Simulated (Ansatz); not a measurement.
Data:

BaF2:
```xyz
3
Lattice="0.0000 3.1232 3.1232 3.1232 0.0000 3.1232 3.1232 3.1232 0.0000" Properties=species:S:1:pos:R:3 pbc="T T T"
Ba     0.0000     0.0000     0.0000
F      1.5616     1.5616     1.5616
F      4.6848     4.6848     4.6848
```

This is the PBE-relaxed structure.

Question: All from the program Ansatz at the PBE level (PAW), unless another level is named. Give the band gap.

Answer: 6.73 eV (indirect).

Question: And the HSE06 gap on the PBE cell?

Answer: 8.65 eV.

Question: And the weight of the conduction-edge state by species (Voronoi cells)?

Answer: F 80 %, Ba 20 %.

Question: Next, the conduction-band minimum?

Answer: at Γ.

Space group Fm-3m (fluorite). The cell was relaxed with PBE under the symmetry of its start. Scalar-relativistic: spin–orbit coupling is off unless named, which matters more the heavier the elements.

Potentials: the later of the program's two PAW sets.
